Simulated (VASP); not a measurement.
The system is PbSe (Clausthalite).

```xyz
2
Lattice="0.0000 3.0606 3.0606 3.0606 0.0000 3.0606 3.0606 3.0606 0.0000" Properties=species:S:1:pos:R:3 pbc="T T T"
Pb    0.0000    0.0000    0.0000
Se    3.0606    3.0606    3.0606
```

```yaml
Program: VASP 6.6.1
Task: relaxation of cell and atoms
Functional: r2SCAN
Potentials_or_basis: VASP PAW PBE potentials, release 64 (Pb_d, Se)
Cutoff: 600 eV
k_mesh: 8 × 8 × 8
Occupations: gaussian, width 0.03 eV
Spin: no spin polarisation
```

At the start: pressure 1.5 GPa; volume 28.67 Å³/atom.

**Question.** How do energy, volume and symmetry change on relaxing?

**Answer.** Over 3 steps the energy falls by 3.8 meV/atom and the volume is 29.48 Å³/atom (+2.8 %); space group Fm-3m (No. 225, to 0.05 Å).

The path:
```csv
step,energy change (eV),largest force (eV/Å),pressure (GPa),volume (Å³)
1,0.0000,0.0000,1.55,57.34
2,-0.0063,0.0000,-0.60,59.67
3,-0.0076,0.0000,0.01,58.97
```

Final structure:
```xyz
2
Lattice="0.0000 3.0893 3.0893 3.0893 0.0000 3.0893 3.0893 3.0893 0.0000" Properties=species:S:1:pos:R:3 pbc="T T T"
Pb    0.0000    0.0000    0.0000
Se    3.0893    3.0893    3.0893
```

Caveat: the PAW data sets were made with another functional, which shifts forces and pressure a little.
